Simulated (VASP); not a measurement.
HgSe:

```xyz
2
Lattice="0.0000 3.0390 3.0390 3.0390 0.0000 3.0390 3.0390 3.0390 0.0000" Properties=species:S:1:pos:R:3 pbc="T T T"
Hg    0.0000    0.0000    0.0000
Se    4.5585    4.5585    4.5585
```

* Program: VASP 6.6.1
* Task: relaxation of cell and atoms
* Functional: AM05
* Potentials or basis: VASP PAW PBE potentials, release 64 (Hg, Se)
* Cutoff: 600 eV
* k mesh: 8 × 8 × 8
* Occupations: fermi-dirac, width 0.05 eV
* Spin: no spin polarisation

At the start: pressure 2.4 GPa; volume 28.07 Å³/atom.

Q: How do energy, volume and symmetry change on relaxing?

A: Over 3 steps the energy falls by 9.0 meV/atom and the volume is 29.33 Å³/atom (+4.5 %); space group F-43m (No. 216, to 0.05 Å).

The path:
| step | energy change (eV) | largest force (eV/Å) | pressure (GPa) | volume (Å³) |
| --- | --- | --- | --- | --- |
| 1 | 0.0000 | 0.0000 | 2.39 | 56.13 |
| 2 | -0.0157 | 0.0000 | -0.74 | 59.61 |
| 3 | -0.0179 | 0.0000 | 0.01 | 58.65 |

Final structure:
```cif
data_structure
_symmetry_space_group_name_H-M 'P 1'
_symmetry_Int_Tables_number 1
_cell_length_a 4.3611
_cell_length_b 4.3611
_cell_length_c 4.3611
_cell_angle_alpha 60.000
_cell_angle_beta 60.000
_cell_angle_gamma 60.000
_cell_volume 58.65
loop_
_atom_site_label
_atom_site_type_symbol
_atom_site_fract_x
_atom_site_fract_y
_atom_site_fract_z
_atom_site_occupancy
Hg1 Hg 0.00000 0.00000 0.00000 1
Se1 Se 0.75000 0.75000 0.75000 1
```

Caveat: the PAW data sets were made with another functional, which shifts forces and pressure a little.
